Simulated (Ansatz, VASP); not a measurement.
# TiB4: VASP beside Ansatz

Contents of INCAR:

```
SYSTEM = TiB4
ALGO     = Normal         ! electronic algorithm
EDIFF    = 1E-7           ! SCF threshold, eV
EDIFFG   = -0.04          ! ionic threshold
ENCUT    = 600            ! plane-wave cutoff, eV
GGA      = PE             ! functional
IBRION   = 2              ! ionic algorithm
ISIF     = 3              ! what is computed and relaxed
ISMEAR   = 0              ! smearing method
LASPH    = .TRUE.         ! aspherical terms in the spheres
LCHARG   = .FALSE.        ! write CHGCAR
LREAL    = .FALSE.        ! projectors in reciprocal space
LWAVE    = .FALSE.        ! write WAVECAR
NELM     = 100            ! most SCF steps
NSW      = 90             ! ionic steps
PREC     = Accurate       ! precision mode
SIGMA    = 0.1            ! smearing width, eV
```

Contents of KPOINTS:

```
k-points
0
G
  6 6 4
  0 0 0
```

POSCAR

```
TiB4
1.0
    3.0821911600      0.0000000000      0.0000000000
   -1.5410955800      2.6692558400      0.0000000000
    0.0000000000      0.0000000000      5.2816559700
Ti B
1 4
Direct
    0.0000000000      0.0000000000      0.0000000000
    0.6666666700      0.3333333300      0.3928130800
    0.6666666700      0.3333333300      0.6071869200
    0.0000000000      0.0000000000      0.7203716300
    0.0000000000      0.0000000000      0.2796283700
```

Input for Ansatz:

```yaml
crystal:
  lattice:
    - [3.08219116, 0.0, 0.0]
    - [-1.54109558, 2.66925584, 0.0]
    - [0.0, 0.0, 5.28165597]
  atoms:
    - { symbol: Ti, position: [0.0, 0.0, 0.0] }
    - { symbol: B, position: [0.66666667, 0.33333333, 0.39281308] }
    - { symbol: B, position: [0.66666667, 0.33333333, 0.60718692] }
    - { symbol: B, position: [0.0, 0.0, 0.72037163] }
    - { symbol: B, position: [0.0, 0.0, 0.27962837] }
basis:
  ecutwfc: 420
kpoints:
  mp_grid: { grid: [6, 6, 4] }
hamiltonian:
  xc: pbe
scf:
  occupations: { method: gaussian, width: 0.1 }
  lower_state_search: "off"
output:
  forces: true
  stress: true
  eigenvalues: true
relax:
  adjacent_minimum: "off"
  f_tol: 0.04
  max_steps: 70
  cell: { stress_tol: 0.4 }
```

Alike in both runs: task relaxation of cell and atoms; functional PBE; k mesh 6 × 6 × 4; occupations gaussian, width 0.1 eV; no spin polarisation.

|  | VASP | Ansatz |
| --- | --- | --- |
| version | VASP 6.6.1 | Ansatz 0.2.0 |
| potentials or method | VASP PAW PBE potentials, release 64 (Ti_sv, B) | scalar-relativistic, plane waves, PAW |
| plane-wave cutoff (eV) | 600 | 420 |
| valence electrons in the cell | 24 | 24 |

|  | VASP | Ansatz | Ansatz less VASP |
| --- | --- | --- | --- |
| gap on the k mesh at the Fermi level, each at its own relaxed structure (eV) | none | none | - |
| relaxed volume (Å³/atom) | 9.29 | 9.28 | -0.011 |
| relaxed cell length with the largest relative difference (Å) | 5.786 | 5.776 | -0.0105 |
| energy change over the relaxation (meV/atom) | -3138 | -3116 | +22.5 |

A gap of «none» marks a metal or a gap that the smearing closes.

Caveats: the k mesh is coarse (spacing up to 0.39 Å⁻¹), so the values aren't converged.
